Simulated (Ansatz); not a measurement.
CdS, one structure, two calculations

Cell: an entry of the Crystallography Open Database (COD) whose atoms were relaxed with PBE, the cell held.

```yaml
crystal:
  lattice:
    - [4.15000, 0.00000, 0.00000]
    - [-2.07500, 3.59401, 0.00000]
    - [0.00000, 0.00000, 6.73700]
  atoms:
    - { symbol: Cd, position: [0.33333, 0.66667, 0.99897] }
    - { symbol: Cd, position: [0.66667, 0.33333, 0.49897] }
    - { symbol: S, position: [0.33333, 0.66667, 0.37603] }
    - { symbol: S, position: [0.66667, 0.33333, 0.87603] }
```

Atom numbers follow the list; atoms alike are taken as one site, whose name carries the number of the first.

First run. Method: Kohn–Sham DFT in Ansatz, PBE, plane waves and PAW, scalar-relativistic, 420 eV cutoff, Γ-centred 12×12×7 k-points, Fermi–Dirac smearing 0.02 eV.

| site | atom | V_zz (10²¹ V/m²) | η |
| --- | --- | --- | --- |
| Cd | 1 | 0.29 | 0.00 |
| S | 3 | -0.066 | 0.00 |

Second run. The same atoms and settings, except that spin–orbit coupling is included (fully relativistic PAW files).

Question: What does the second run give?

Answer: 

```json
{"site": "Cd", "atom": "1", "V_zz": "0.29", "η": "0.00", "change of V_zz": "0.00"}
{"site": "S", "atom": "3", "V_zz": "-0.067", "η": "0.00", "change of V_zz": "0.00"}
```

No V_zz moves by more than 0.01.
